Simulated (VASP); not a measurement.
## VASP 6.6.1, PBE single-point calculation, PbSe (distorted zincblende)

INCAR

```
LASPH = .TRUE.
LWAVE = .FALSE.
NBANDS = 17
LCHARG = .FALSE.
GGA = PE
EDIFF = 1E-7
NELM = 120
IBRION = -1
ISMEAR = -1
PREC = Accurate
ISIF = 2
LREAL = .FALSE.
SIGMA = 0.02
ENCUT = 520
NSW = 0
```

KPOINTS

```
KPOINTS created by Atomic Simulation Environment
0
Gamma
6 6 6
0 0 0
```

POSCAR

```
Pb Se
 1.0000000000000000
    -0.0135000000000000    3.4413999999999998    3.3797999999999999
     3.4401000000000002    0.0905000000000000    3.2757999999999998
     3.4605000000000001    3.3578000000000001    0.0701000000000000
 Pb  Se
   1   1
Cartesian
  3.4403585700000003  0.1283778000000000  3.3011309099999999
  1.7116652400000001  1.7663476899999999  1.7076220000000000
```

VASP ran with the recommended PBE PAW datasets (20 valence electrons in the cell).

Command

```
mpirun -np 1 vasp_std
```

OSZICAR

```
N       E                     dE             d eps       ncg     rms          rms(c)
DAV:   1     0.161044691891E+03    0.16104E+03   -0.92060E+03  3816   0.111E+03
DAV:   2     0.530492755837E+01   -0.15574E+03   -0.15047E+03  4018   0.291E+02
DAV:   3    -0.785543740340E+01   -0.13160E+02   -0.13062E+02  5037   0.926E+01
DAV:   4    -0.819737309217E+01   -0.34194E+00   -0.34166E+00  4490   0.184E+01
DAV:   5    -0.820983644883E+01   -0.12463E-01   -0.12463E-01  5331   0.334E+00    0.315E+00
DAV:   6    -0.779422189450E+01    0.41561E+00   -0.10651E+00  5741   0.639E+00    0.185E+00
DAV:   7    -0.778661985622E+01    0.76020E-02   -0.16553E-01  4102   0.179E+00    0.931E-01
DAV:   8    -0.779156426983E+01   -0.49444E-02   -0.17459E-02  4349   0.142E+00    0.124E-01
DAV:   9    -0.779181875662E+01   -0.25449E-03   -0.48447E-03  4718   0.563E-01    0.101E-01
DAV:  10    -0.779212949359E+01   -0.31074E-03   -0.57751E-04  3952   0.172E-01    0.379E-02
DAV:  11    -0.779223468302E+01   -0.10519E-03   -0.20528E-04  4460   0.104E-01    0.221E-02
DAV:  12    -0.779224869047E+01   -0.14007E-04   -0.36605E-05  4294   0.511E-02    0.538E-03
DAV:  13    -0.779224967304E+01   -0.98257E-06   -0.14147E-06  4498   0.104E-02    0.324E-03
DAV:  14    -0.779225010258E+01   -0.42954E-06   -0.11909E-06  4121   0.839E-03    0.333E-04
DAV:  15    -0.779225010736E+01   -0.47760E-08   -0.72693E-08  3931   0.159E-03
   1 F= -.77922501E+01 E0= -.77922501E+01  d E =-.236460E-07
```

From OUTCAR

```
k-points           NKPTS =    112   k-points in BZ     NKDIM =    112   number of bands    NBANDS=     17

   NELECT =      20.0000    total number of electrons

   dimension x,y,z NGX =    36 NGY =   36 NGZ =   36
   dimension x,y,z NGXF=    72 NGYF=   72 NGZF=   72

  energy-cutoff  :      520.00
  volume of cell :       76.31
      direct lattice vectors                 reciprocal lattice vectors
    -0.013500000  3.441400000  3.379800000    -0.144055037  0.145386644  0.147263643
     3.440100000  0.090500000  3.275800000     0.145553006 -0.153275166  0.156650133
     3.460500000  3.357800000  0.070100000     0.143718642  0.152938771 -0.155152164

 k-points in reciprocal lattice and weights: KPOINTS created by Atomic Simulation Env
   0.00000000  0.00000000  0.00000000       0.005
   0.16666667  0.00000000  0.00000000       0.009
   0.33333333  0.00000000 -0.00000000       0.009
   0.50000000  0.00000000 -0.00000000       0.005
   0.00000000  0.16666667  0.00000000       0.009
   0.16666667  0.16666667  0.00000000       0.009
   0.33333333  0.16666667  0.00000000       0.009
   0.50000000  0.16666667  0.00000000       0.009
   ...

 E-fermi :   3.0091

 k-point     1 :       0.0000    0.0000    0.0000
  band No.  band energies     occupation
      1     -14.0642      2.00000
      2     -14.0540      2.00000
      3     -14.0495      2.00000
      4     -14.0203      2.00000
      5     -14.0108      2.00000
      6     -10.3093      2.00000
      7      -3.5093      2.00000
      8       0.9073      2.00000
      9       1.0392      2.00000
     10       1.1031      2.00000
     11       4.6200      0.00000
     12       4.9525      0.00000
     13       5.0775      0.00000
     14       7.5236      0.00000
     15      10.7251      0.00000
     16      11.3113      0.00000
     17      11.4729      0.00000

 k-point     2 :       0.1667    0.0000    0.0000
  band No.  band energies     occupation
      1     -14.0677      2.00000
      2     -14.0536      2.00000
      3     -14.0489      2.00000
      4     -14.0200      2.00000
      5     -14.0107      2.00000
      6     -10.1772      2.00000
      7      -3.9523      2.00000
      8       0.7768      2.00000
      9       0.9214      2.00000
     10       1.0765      2.00000
     11       4.7218      0.00000
     12       5.1378      0.00000
     13       5.3302      0.00000
     14       8.5607      0.00000
     15      10.0821      0.00000
     16      10.6089      0.00000
     17      11.2445      0.00000

 k-point     3 :       0.3333    0.0000   -0.0000
  band No.  band energies     occupation
      1     -14.0804      2.00000
      2     -14.0504      2.00000
      3     -14.0453      2.00000
      4     -14.0187      2.00000
      5     -14.0100      2.00000
      6      -9.8746      2.00000
      7      -4.7737      2.00000
      8       0.5322      2.00000
      9       0.6785      2.00000
     10       0.8869      2.00000
     11       5.4462      0.00000
     12       5.6290      0.00000
     13       5.7508      0.00000
     14       9.3343      0.00000
     15      10.2549      0.00000
     16      10.6653      0.00000
     17      11.6502      0.00000

 k-point     4 :       0.5000    0.0000   -0.0000
  band No.  band energies     occupation
      1     -14.0874      2.00000
      2     -14.0486      2.00000
      3     -14.0439      2.00000
      4     -14.0175      2.00000
      5     -14.0093      2.00000
      6      -9.6962      2.00000
      7      -5.1771      2.00000
      8       0.4275      2.00000
      9       0.5722      2.00000
     10       0.7515      2.00000
     11       5.5769      0.00000
     12       5.8826      0.00000
     13       6.4196      0.00000
     14       9.3774      0.00000
     15      10.8032      0.00000
     16      11.0963      0.00000
     17      11.3874      0.00000

 k-point     5 :       0.0000    0.1667    0.0000
  band No.  band energies     occupation
      1     -14.0683      2.00000
      2     -14.0557      2.00000
      3     -14.0478      2.00000
      4     -14.0205      2.00000
      5     -14.0095      2.00000
      6     -10.1521      2.00000
      7      -3.9679      2.00000
      8       0.7528      2.00000
      9       0.8971      2.00000
     10       1.0251      2.00000
     11       4.8333      0.00000
     12       4.9643      0.00000
     13       5.2907      0.00000
     14       8.7108      0.00000
     15      10.1266      0.00000
     16      10.2832      0.00000
     17      11.3306      0.00000

 k-point     6 :       0.1667    0.1667    0.0000
  band No.  band energies     occupation
      1     -14.0674      2.00000
      2     -14.0562      2.00000
      3     -14.0482      2.00000
      4     -14.0222      2.00000
      5     -14.0086      2.00000
      6     -10.1102      2.00000
      7      -4.0643      2.00000
      8       0.4883      2.00000
      9       0.5820      2.00000
     10       1.5931      2.00000
     11       4.0453      0.00000
     12       5.4837      0.00000
     13       5.7327      0.00000
     14       9.0150      0.00000
     15       9.4109      0.00000
     16      11.0417      0.00000
     17      12.2567      0.00000

 k-point     7 :       0.3333    0.1667    0.0000
  band No.  band energies     occupation
      1     -14.0810      2.00000
      2     -14.0502      2.00000
      3     -14.0439      2.00000
      4     -14.0228      2.00000
      5     -14.0078      2.00000
      6      -9.8592      2.00000
      7      -4.7001      2.00000
      8       0.0397      2.00000
      9       0.2724      2.00000
     10       1.8891      2.00000
     11       4.2326      0.00000
     12       6.0209      0.00000
     13       6.2181      0.00000
     14       9.0213      0.00000
     15      10.4013      0.00000
     16      11.1808      0.00000
     17      12.4474      0.00000

 k-point     8 :       0.5000    0.1667    0.0000
  band No.  band energies     occupation
      1     -14.0908      2.00000
      2     -14.0462      2.00000
      3     -14.0420      2.00000
      4     -14.0208      2.00000
      5     -14.0080      2.00000
      6      -9.6169      2.00000
      7      -5.2305      2.00000
      8      -0.3391      2.00000
      9       0.2048      2.00000
     10       1.8606      2.00000
     11       5.1114      0.00000
     12       6.1420      0.00000
     13       6.3558      0.00000
     14       9.4998      0.00000
     15      10.5734      0.00000
     16      11.2365      0.00000
     17      11.7279      0.00000

 k-point     9 :      -0.3333    0.1667   -0.0000
  band No.  band energies     occupation
      1     -14.0896      2.00000
      2     -14.0471      2.00000
      3     -14.0421      2.00000
      4     -14.0190      2.00000
      5     -14.0094      2.00000
      6      -9.6745      2.00000
      7      -5.1275      2.00000
      8      -0.3146      2.00000
      9       0.3953      2.00000
     10       1.7488      2.00000
     11       5.4721      0.00000
     12       5.8639      0.00000
     13       5.9350      0.00000
     14       9.8702      0.00000
     15       9.9457      0.00000
     16      10.7773      0.00000
     17      12.0370      0.00000

 k-point    10 :      -0.1667    0.1667   -0.0000
  band No.  band energies     occupation
      1     -14.0796      2.00000
      2     -14.0521      2.00000
      3     -14.0433      2.00000
      4     -14.0192      2.00000
      5     -14.0100      2.00000
      6      -9.9556      2.00000
      7      -4.5057      2.00000
      8       0.1711      2.00000
      9       0.6909      2.00000
     10       1.4731      2.00000
     11       4.8847      0.00000
     12       5.3708      0.00000
     13       5.7183      0.00000
     14       9.4635      0.00000
     15       9.8160      0.00000
     16      10.1644      0.00000
     17      12.7421      0.00000

 k-point    11 :       0.0000    0.3333    0.0000
  band No.  band energies     occupation
      1     -14.0873      2.00000
      2     -14.0516      2.00000
      3     -14.0435      2.00000
      4     -14.0196      2.00000
      5     -14.0055      2.00000
      6      -9.7846      2.00000
      7      -4.8406      2.00000
      8       0.4177      2.00000
      9       0.6235      2.00000
     10       0.7516      2.00000
     11       5.3790      0.00000
     12       5.4774      0.00000
     13       5.9237      0.00000
     14       9.1982      0.00000
     15      10.2190      0.00000
     16      10.4953      0.00000
     17      11.8839      0.00000

 ...

  Total        1.2531801      1.2331559      1.2109509     -0.0254764     -0.1156777      0.0081166
  in kB       26.3106078     25.8901980     25.4240016     -0.5348787     -2.4286618      0.1704081
  external PRESSURE =      25.8749358 kB  Pullay stress =       0.0000000 kB

 POSITION                                       TOTAL-FORCE (eV/Angst)
 -----------------------------------------------------------------------------------
      3.44036      0.12838      3.30113         0.238135     -0.037967      0.021524
      1.71167      1.76635      1.70762        -0.238135      0.037967     -0.021524
 -----------------------------------------------------------------------------------
    total drift:                                0.000161      0.000161      0.000035

  FREE ENERGIE OF THE ION-ELECTRON SYSTEM (eV)
  ---------------------------------------------------
  free  energy   TOTEN  =        -7.7922501074 eV

  energy  without entropy=       -7.7922500837  energy(sigma->0) =       -7.79225010
```

```
gap between bands v and c on the k mesh : 0.51 eV
least direct gap on the k mesh          : 1.10 eV
pressure                                : 2.6 GPa
largest force                           : 0.24 eV/Å
```

Band v is the last that the valence electrons fill when counted band by band, and c is the next.

The run took about 49 s on one core of a shared host (Intel Xeon 6975P-C) and held 0.3 GiB at most.
